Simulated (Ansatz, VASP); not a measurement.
**AlN: VASP beside Ansatz**

```
Al N
1.0
     3.01152    0.00000    0.00000
    -1.50576    2.60806    0.00000
     0.00000    0.00000    4.82017
Al N
2 2
Direct
  0.34941 0.69882 0.00152
  0.65059 0.30118 0.50152
  0.31899 0.63798 0.38348
  0.68101 0.36202 0.88348
```

Change from the starting cell: mode 5 frozen in at +0.086 Å, equal normal strain along x, y and z -0.0250.

Alike in both runs: task single point; functional LDA; k mesh 9 × 9 × 6; occupations gaussian, width 0.05 eV; no spin polarisation.

```csv
,VASP,Ansatz
version,VASP 6.6.1,Ansatz 0.2.0
potentials or method,"VASP PAW LDA potentials, release 64 (Al, N)","scalar-relativistic, plane waves, PAW"
plane-wave cutoff (eV),520,520
valence electrons in the cell,16,16
```

```tsv
	VASP	Ansatz	Ansatz less VASP
gap on the k mesh at the Fermi level (eV)	4.84	4.87	+0.025
least direct gap on the mesh (eV)	5.02	5.02	-0.007
pressure (GPa)	19.2	18.3	-0.91
largest component of the traceless stress (GPa)	0.80	0.79	-0.006
rms of the force components (eV/Å)	0.230	0.230	-0.0001
```

Atom by atom the forces differ by 0.003 eV/Å (rms over components).

Caveats: so large a pressure means that the cell lies far from this level's equilibrium, or that cutoff or potentials fall short (VASP); an odd mesh through Γ misses points on the zone boundary, where band edges often lie.
